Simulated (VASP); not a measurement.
**W: equation of state with PBE**

The system is W.

```
W
1.0
    -1.58234    1.58234    1.58234
     1.58234   -1.58234    1.58234
     1.58234    1.58234   -1.58234
W
1
Direct
  0.00000 0.00000 0.00000
```

```json
{
  "Program": "VASP 6.6.1",
  "Task": "equation of state",
  "Functional": "PBE",
  "Potentials or basis": "VASP PAW PBE potentials, release 64 (W_sv)",
  "Cutoff": "520 eV",
  "k mesh": "12 × 12 × 12",
  "Occupations": "fermi-dirac, width 0.05 eV",
  "Spin": "no spin polarisation",
  "Further INCAR settings": "ALGO = Normal; EDIFF = 1e-07; NBANDS = 13"
}
```

```json
{"Equilibrium volume": "16.18 Å³/atom", "Bulk modulus": "303 GPa", "Pressure derivative of the bulk modulus": "3.9"}
```

Energy against volume, from the lowest point:
```
volume (Å³/atom)  energy (meV/atom)
          14.897             109.72
          15.214              60.10
          15.531              26.22
          15.848               6.63
          16.165               0.00
          16.482               5.17
          16.798              21.06
```

All runs of the series together: 64 s on 1 thread of Intel(R) Xeon(R) 6975P-C (Granite Rapids) (shared host).

Spin-orbit coupling is left out, which matters for the levels of W. Zero-point motion and thermal expansion aren't in these numbers.
